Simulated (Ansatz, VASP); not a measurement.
# P: VASP beside Ansatz

File INCAR:

```
ALGO = Normal
EDIFF = 1E-7
ENCUT = 520
GGA = PS
ISIF = 2
ISMEAR = -1
LASPH = T
LCHARG = T
LELF = T
LREAL = F
LVHAR = T
LWAVE = F
NBANDS = 12
NELM = 60
PREC = Accurate
SIGMA = 0.05
```

The input KPOINTS:

```
k-points
0
Gamma
  9 9 9
```

Contents of POSCAR:

```
P
1.0
    1.6904964118      0.9760085585      3.0657910646
   -1.6904964118      0.9760085585      3.0657910646
    0.0000000000     -1.9520171168      3.0657910646
P
2
Direct
    0.7729197500      0.7729197500      0.7729197500
    0.2270802500      0.2270802500      0.2270802500
```

Contents of input.yaml:

```yaml
crystal:
  lattice:
    - [1.6904964118, 0.9760085585, 3.0657910646]
    - [-1.6904964118, 0.9760085585, 3.0657910646]
    - [0.0, -1.9520171168, 3.0657910646]
  atoms:
    - { symbol: P, position: [0.77291975, 0.77291975, 0.77291975] }
    - { symbol: P, position: [0.22708025, 0.22708025, 0.22708025] }
hamiltonian:
  xc: pbesol
  pseudopotentials: { kind: paw }
kpoints:
  mp_grid: { grid: [9, 9, 9] }
scf:
  occupations: { method: fermi_dirac, width: 0.05 }
output:
  forces: true
  stress: true
  eigenvalues: true
```

This isn't the form of P at room conditions, which is orthorhombic.

Alike in both runs: task single point; functional PBEsol; k mesh 9 × 9 × 9; occupations fermi-dirac, width 0.05 eV; no spin polarisation.

|  | VASP | Ansatz |
| --- | --- | --- |
| version | VASP 6.6.1 | Ansatz 0.2.0 |
| potentials or method | VASP PAW PBE potentials, release 64 (P) | Ansatz PAW |
| plane-wave cutoff (eV) | 520 | 420 |
| valence electrons in the cell | 10 | 10 |

|  | VASP | Ansatz | Ansatz less VASP |
| --- | --- | --- | --- |
| gap on the k mesh at the Fermi level (eV) | none | none | - |
| pressure (GPa) | 4.4 | 4.3 | -0.04 |
| largest component of the traceless stress (GPa) | 2.59 | 2.73 | +0.146 |
| rms of the force components (eV/Å) | 0.376 | 0.398 | +0.0217 |

Atom by atom the forces differ by 0.022 eV/Å (rms over components). A gap of «none» marks a metal or a gap that the smearing closes.

Caveats: the PAW data sets were made with another functional, which shifts forces and pressure a little (VASP); the PAW data sets come from PBE, with cores solved anew for the run's functional, which leaves a small shift of forces and pressure (Ansatz).
